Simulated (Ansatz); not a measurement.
# In2O3 (R-3c): the equilibrium volume

At what volume is In2O3 (R-3c) free of pressure?

Computed with Ansatz 0.2.0 (DFT PBEsol, scalar-relativistic, plane waves, PAW, unless a step's input says otherwise).

2 further runs of the same task are left out: 2 set aside as unsound or not needed.

## (1) The structure to begin with

The structure is trigonal, space group R-3c (No. 167). The conventional cell has a = 5.516 Å, b = 5.516 Å, c = 14.591 Å, α = 90.00°, β = 90.00°, γ = 120.00°. In (site symmetry 3) is surrounded by 6 O at 2.13 to 2.26 Å. O (site symmetry 2) has 4 In at 2.13 to 2.26 Å as nearest neighbours.

Structure file:

```cif
data_structure
_symmetry_space_group_name_H-M 'R-3c:H'
_symmetry_Int_Tables_number 167
_cell_length_a 5.5162
_cell_length_b 5.5162
_cell_length_c 14.5911
_cell_angle_alpha 90.000
_cell_angle_beta 90.000
_cell_angle_gamma 120.000
_cell_volume 384.50
loop_
_atom_site_label
_atom_site_type_symbol
_atom_site_symmetry_multiplicity
_atom_site_Wyckoff_symbol
_atom_site_fract_x
_atom_site_fract_y
_atom_site_fract_z
_atom_site_occupancy
In1 In 12 c 0.33333 0.66667 0.30955 1
O1 O 18 e 0.96316 0.62983 0.08333 1
```

## (2) At the starting volume (PBEsol, 6×6×6 mesh)

Contents of input.yaml:

```yaml
crystal:
  lattice:
    - [2.7581043173, 1.59239227, 4.8636867567]
    - [-2.7581043173, 1.59239227, 4.8636867567]
    - [0.0, -3.18478454, 4.8636867567]
  atoms:
    - { symbol: In, position: [0.642884, 0.642884, 0.642884] }
    - { symbol: In, position: [0.857116, 0.857116, 0.857116] }
    - { symbol: In, position: [0.357116, 0.357116, 0.357116] }
    - { symbol: In, position: [0.142884, 0.142884, 0.142884] }
    - { symbol: O, position: [0.0464953, 0.75, 0.4535047] }
    - { symbol: O, position: [0.75, 0.4535047, 0.0464953] }
    - { symbol: O, position: [0.4535047, 0.0464953, 0.75] }
    - { symbol: O, position: [0.9535047, 0.25, 0.5464953] }
    - { symbol: O, position: [0.5464953, 0.9535047, 0.25] }
    - { symbol: O, position: [0.25, 0.5464953, 0.9535047] }
basis:
  ecutwfc: 420
kpoints:
  mp_grid: { grid: [6, 6, 6] }
hamiltonian:
  xc: pbesol
scf:
  occupations: { method: gaussian, width: 0.1 }
output:
  forces: true
  stress: true
  eigenvalues: true
```

Started as:

```
ansatz run input.yaml --threads 8 --pin off --max-ram 16384MiB --backend cpu --events-out ev --progress --plain --runs-dir out
```

What it wrote, cut to the lines that bear on the results:

```text
Warning: RAYON_NUM_THREADS=8 ignored (pool sized by the plan → 8); use --threads N
[...]
Pseudopotentials: kind: paw
Pseudopotential: In, paw, valence charge 13, recommended cutoff 420 eV (normal), In.paw.azcp
Pseudopotential: O, paw, valence charge 6, recommended cutoff 420 eV (normal), O.paw.azcp
Functional definition: PBEsol
[...]
Crystal: 10 atoms, lattice volume = 128.167 Å³
Basis set: ecut = 420 eV, 2519 PW (Γ), exchange–correlation on 80×80×80 points (8 copies of the dense FFT grid, shifted against one another)
Bands: 54, of which v1, the nominal top of the filled ones, is band 44 counted from 1 (43 counted from 0)
Symmetry: 12 space group operations
Space group: R-3c (ITA 167), of the structure as read, at distance tolerance 5.0e-5 Å
k-points: 32 of 216
[...]
SCF iter   1: F=—  HF=-25467.660167 eV  |F-HF|=—  |Δ(HF+E_count)|=         —  Δρ=1.67e-2  dr2=2.91e-1  ethr=1.77e-3  ⟨swp⟩=6.0  Hψ=6964  notcnv=0  defer=24
[...]
SCF iter   7: F=-25467.580235 eV  HF=-25467.580235 eV  |F-HF|=4.58e-9  |Δ(HF+E_count)|=   1.04e-7  Δρ=1.94e-6  dr2=6.62e-9  ethr=1.14e-10  ⟨swp⟩=9.2  Hψ=6304  notcnv=0
[...]
SCF converged after 7 iterations
Free energy (F): -25467.580235 eV
[...]
E sigma→0 (E₀):  -25467.580235 eV
Fermi energy:    9.153910 eV
[...]
--- Forces (eV/Å), atoms counted from 1 ---
  atom   1  In     0.00000000     0.00000000    -0.00497680
  atom   2  In     0.00000000     0.00000000     0.00497680
  atom   3  In    -0.00000000     0.00000000     0.00497680
  atom   4  In    -0.00000000     0.00000000    -0.00497680
  atom   5  O     -0.01546805    -0.02679145     0.00000000
  atom   6  O     -0.01546805     0.02679145    -0.00000000
  atom   7  O      0.03093610    -0.00000000     0.00000000
  atom   8  O      0.01546805     0.02679145    -0.00000000
[...]
--- Stress (GPa, compression-positive) ---
       -0.707099       0.000000      -0.000000
        0.000000      -0.707099       0.000000
        0.000000       0.000000      -0.887302
  P = ⅓ Tr σ = -0.7672 GPa (-7.672 kbar)
--- Band table (eV; the first three rows and the last of 32) ---
[...]
```

Run time: 1.9 s. Hardware: 8 threads of Arm Neoverse V2, shared host; peak memory 0.7 GiB.

In short: volume 12.817 Å³/atom, pressure -0.77 GPa, mesh gap 1.09 eV.

[end of part 1 of 2]
